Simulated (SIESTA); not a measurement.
# GaN under changes of volume

One of the cells (11.537 Å³/atom); the others are scaled copies at fixed shape and fractional positions:

```
Ga N
1.0
     3.20106    0.00000    0.00000
    -1.60053    2.77220    0.00000
     0.00000    0.00000    5.20021
Ga N
2 2
Cartesian
  1.6005 0.9241 2.6001
  0.0000 1.8481 0.0000
  1.6005 0.9241 4.5502
  0.0000 1.8481 1.9501
```

* Program: SIESTA 5.4.2
* Functional: PBE
* Potentials or basis: PseudoDojo 0.4 standard (PBE files)
* Basis: DZP (energy shift 0.002 Ry; radii capped at 9.5 bohr)
* Grid cutoff: 800 Ry
* Energy shift: 0.002 Ry
* k mesh: 10 × 10 × 5
* Occupations: fermi-dirac, width 0.05 eV
* Spin: no spin polarisation

| volume (Å³/atom) | energy over the lowest point (meV/atom) | pressure (GPa) | gap on the mesh (eV) | largest force (eV/Å) |
| --- | --- | --- | --- | --- |
| 10.632 | 101.52 | 26.6 | 2.43 | 0.142 |
| 10.858 | 67.83 | 21.1 | 2.28 | 0.136 |
| 11.084 | 41.84 | 15.8 | 2.13 | 0.132 |
| 11.537 | ? | ? | ? | ? |
| 11.763 | 2.34 | 3.4 | 1.71 | 0.125 |
| 11.989 | 0.00 | 0.1 | 1.58 | 0.125 |

Task: What does the run at 11.537 Å³/atom give?

Result: Energy over the lowest point 9.77 meV/atom; pressure 7.2 GPa; gap on the mesh 1.85 eV; largest force 0.126 eV/Å.

Worked out: A Birch-Murnaghan fit of order 3 (a polynomial in V^(-2/3)) to the other rows has its minimum at 11.99 Å³/atom, just outside them, with B0 = V·E''(V) = 169 GPa and B' = 4.5 at fixed shape and positions, which overstates the stiffness. It gives 9.70 meV/atom at 11.537 Å³/atom, against the run's 9.77, and -dE/dV = 7.1 GPa, against 7.2. A straight line through the other rows of the gap, of slope -7.08 eV per unit of ln V (its deformation potential), gives 1.85 eV, against the run's 1.85.

Energies are extrapolated to zero smearing.

Caveats: semicore shells carry a single zeta, which can move pressures by several GPa and volumes by a few percent; an odd mesh through Γ misses points on the zone boundary, where band edges often lie; the basis of atomic orbitals isn't converged, which shifts pressures, moduli and gaps. Spin-orbit coupling on Ga is left out.
